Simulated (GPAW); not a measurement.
Input of a GPAW 26.7.0 run:

File run.py:

```python
from ase.io import read
from gpaw import PW
from gpaw.dft import DFT

atoms = read('POSCAR')

dft = DFT(atoms,
          mode=PW(600),
          xc='PBE',
          kpts={'size': (12, 12, 12), 'gamma': True},
          occupations={'name': 'fermi-dirac', 'width': 0.05},
          nbands=16,
          convergence={'density': 1e-05, 'energy': 1e-05},
          maxiter=150,
          txt='gpaw.txt')
print(f'Energy: {dft.calculate_energy():.6f} eV')
print('Forces (eV/A):')
print(dft.calculate_forces().round(4))
print('Stress (eV/A^3):', dft.calculate_stress().round(6))
dft.write_gpw_file('gs.gpw')
```

POSCAR

```
Mo
1.0
   -1.5838089719      1.5838089719      1.5838089719
    1.5838089719     -1.5838089719      1.5838089719
    1.5838089719      1.5838089719     -1.5838089719
Mo
1
Direct
    0.0000000000      0.0000000000      0.0000000000
```

Potentials or basis: GPAW PAW data sets (gpaw-data 1.2.1), pw.

Run with:

```sh
$ OMP_NUM_THREADS=1 python run.py
```

(1) Estimate the pressure.

(2) Estimate the band gap on the k mesh.

Answers

(1) -2.2 GPa.

(2) none (metal or under the smearing width).
